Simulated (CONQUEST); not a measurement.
**SnSe: single point with PBE**

SnSe:

```
Sn Se
1.0
     4.19000    0.00000    0.00000
     0.00000    4.46000    0.00000
     0.00000    0.00000   11.42000
Sn Se
4 4
Direct
  0.75014 0.90992 0.87532
  0.24558 0.41107 0.62557
  0.74919 0.59463 0.37286
  0.26253 0.08547 0.12656
  0.76315 0.98880 0.64479
  0.25954 0.48444 0.85588
  0.75453 0.50909 0.14295
  0.23136 0.01167 0.36049
```

The cell isn't the ideal one: atoms moved at random, drawn with an rms of 0.05 Å.

```json
{"Program": "CONQUEST 1.3", "Task": "single point", "Functional": "PBE", "Potentials or basis": "PseudoDojo NC PBE, DZP, multi-site functions of range 6.5 bohr, grid cutoff 120 Ha", "k mesh": "6 × 6 × 3", "Occupations": "fermi-dirac, width 0.05 eV", "Spin": "no spin polarisation"}
```

| Quantity | Value |
| --- | --- |
| Pressure | 6.0 GPa |
| Largest force | 0.943 eV/Å |
| Band gap on the k mesh | 0.88 eV, indirect (least direct gap 1.04 eV) |
| Mulliken charges | Sn +0.99, +1.00, +0.97; Se -1.00, -0.99, -0.96 e |

Forces in eV/Å, atoms in the order of the input:
```
Sn   0.087  0.141  0.663
Sn   0.174  0.225 -0.754
Sn  -0.209 -0.337  0.841
Sn  -0.081 -0.184 -0.511
Se  -0.213 -0.188 -0.831
Se  -0.074 -0.067  0.938
Se  -0.036  0.143 -0.863
Se   0.298  0.268  0.517
```

Stress tensor (GPa, compression positive):
```
4.42 0.70 0.10
0.69 4.01 0.03
0.12 0.03 9.62
```

Levels at points of the mesh, in eV from the valence-band top:
```tsv
k point	band 57	band 58	band 59	band 60	band 61	band 62	band 63	band 64
(0.00, 0.00, 0.00)	-1.61	-1.23	-0.77	-0.48	1.30	3.24	3.59	3.64
(0.00, 0.50, 0.00)	-0.79	-0.71	-0.41	-0.34	1.53	1.61	1.96	2.00
(0.50, 0.00, 0.00)	-1.05	-0.95	-0.81	-0.76	1.10	1.16	1.78	1.87
(0.50, 0.50, 0.00)	-2.23	-2.17	-1.59	-1.44	3.44	3.58	3.74	3.97
```

Wall time 87 s on 1 thread of Intel(R) Xeon(R) 6975P-C (Granite Rapids) (shared host), peak memory 1.4 GiB.

Caveat: Mulliken charges move with the basis; multi-site functions contract the basis, which raises the energy a little and makes forces and stress less exact; spin-orbit coupling is left out, which moves the levels of the heavy elements; an odd mesh through Γ misses points on the zone boundary, where band edges often lie; the basis of atomic orbitals isn't converged, which shifts pressures, moduli and gaps.
